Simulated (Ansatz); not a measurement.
## Understanding CdTe (zincblende structure) from first principles

**What was measured.** From “Electronic structure, structural and optical properties of thermally evaporated CdTe thin films”, 2006, arxiv:cond-mat/0608141, for a bulk crystal of CdTe: lattice constant a 6.482 Å.

“Photoluminescence characteristics of Cd1-xMnxTe single crystals grown by the vertical Bridgman method”, 2012, pmc:3275455 reports, for a bulk crystal of CdTe at 0 K: band gap 1.592 eV (an exciton energy, a little under the gap).

From “Multiscale insight into the Cd1-xZnxTe vibrational-mechanical properties -- High-pressure experiments and ab initio calculations”, 2023, arxiv:2306.14539, for a powder of CdTe: bulk modulus 42 ± 2 GPa.

The results are compared with them further down.

Computed with Ansatz (plane waves, PAW, 500 eV cutoff): r²SCAN, scalar-relativistic, no spin polarisation, 10×10×10 k-mesh, Gaussian smearing of 0.05 eV. The datasets are Ansatz's generated set soft_2.

The compound is reported in the structure type of the start.

The relaxed structure (symmetry read at 0.01 Å). The structure is cubic, space group F-43m (No. 216). The conventional cell has a = 6.557 Å, b = 6.557 Å, c = 6.557 Å, α = 90.00°, β = 90.00°, γ = 90.00°. Cd (site symmetry -43m) is surrounded by 4 Te at 2.84 Å. Te (site symmetry -43m) is surrounded by 4 Cd at 2.84 Å. (Neighbours are counted to 15 % beyond the shortest distance.)

Results at this level of theory:

```
Volume                                                : 35.25 Å³/atom
Band gap                                              : 1.17 eV
Smallest direct gap                                   : 1.17 eV
Bader charges                                         : Cd 0.62; Te -0.62 e
Formation energy from the elements (0 K, uncorrected) : -0.57 eV/atom
Bulk modulus (Birch–Murnaghan)                        : 40 GPa
Pressure derivative B0′                               : 4.7
Shear modulus (Hill)                                  : 14.1 GPa
Young's modulus                                       : 38 GPa
Poisson's ratio                                       : 0.34
Elastically stable                                    : yes
```

Should it be a metal or an insulator?

Formal charges Cd²⁺, Te²⁻ balance and leave closed shells on every ion, so a band insulator is expected, and the gap is 1.17 eV.

It is direct, 1.17 eV. Within 0.6 eV of the edges the projected states are 95 % Te 5p at the top of the valence band and 63 % Cd 5s at the bottom of the conduction band. Crossing the gap moves an electron from the anion's filled p shell to the metal's empty orbitals, as in polar semiconductors.

Shannon's ionic radii give a check on the bond lengths: Cd²⁺ with 4 neighbours 0.78 Å + Te²⁻ 2.21 Å (six-fold value) = 2.99 Å against a computed mean of 2.84 Å. The largest miss is -5 %; bonds shorter than the sum are usual where the bond is partly covalent, as with large, soft anions.

Bader charges against formal ones: Cd +0.62 (+2), Te −0.62 (−2). The cations give up 31 % of the formal charge; Bader charges stay under formal ones because the anions' density reaches into the cations' basins, the more so the higher the formal charge and the softer the anion.

How stiff is it, in energy terms?

B0·V0 = 40.3 GPa × 35.25 Å³ = 8.87 eV/atom sets the scale: near the minimum ΔE ≈ ½ B0 V0 x², with x = V/V0 − 1, and a pressure of 0.4 GPa squeezes the volume by about 1 %. At the ends of the curve: x = −4.0 % predicts 7.1 meV/atom and the run gives 7.7; x = +7.0 % predicts 21.7 meV/atom and the run gives 19.1. The lopsidedness is anharmonic: atoms resist being pushed together more than being pulled apart.

Which Debye temperature follows from the elastic moduli?

K = 40 GPa and G = 14.1 GPa (Hill). With a density of 5.654 g/cm³ (mean mass 120.0 u, 35.25 Å³/atom), K = 40.3 and G = 14.08 GPa from the unrounded constants, v_l = √((K + 4G/3)/ρ) = 3230 m/s and v_t = √(G/ρ) = 1580 m/s. The mean [(1/v_l³ + 2/v_t³)/3]^(−1/3) is 1770 m/s, and θ_D = (ħ/k_B)(6π²/V)^(1/3) v_m ≈ 160 K, with V the volume an atom.

**Against experiment.** Against the measured lattice constant a of CdTe, 6.482 Å (quoted in “Electronic structure, structural and optical properties of thermally evaporated CdTe thin films”, 2006, arxiv:cond-mat/0608141), the calculated 6.557 Å is off by +1.2 %. 2 values of this kind are on record (6.482 to 6.486 Å); this one was drawn at random. The calculation is for a static lattice, without zero-point motion or thermal expansion. Measured gap of CdTe: 1.592 eV (an exciton energy, a little under the gap; 0 K; “Photoluminescence characteristics of Cd1-xMnxTe single crystals grown by the vertical Bridgman method”, 2012, pmc:3275455). This calculation gives 1.17 eV (-0.43 eV). Kohn–Sham gaps of semilocal functionals mostly fall below measured ones. Spin–orbit coupling is left out here. Temperature and excitons aren't in the calculation. Against the measured bulk modulus of CdTe, 42 GPa (powder; quoted in “Multiscale insight into the Cd1-xZnxTe vibrational-mechanical properties -- High-pressure experiments and ab initio calculations”, 2023, arxiv:2306.14539), the calculated 40 GPa is off by -4.0 %.

Kohn–Sham gaps of semilocal functionals lie under measured ones, often by a third or more. No spin–orbit coupling, a notable omission for heavy elements.
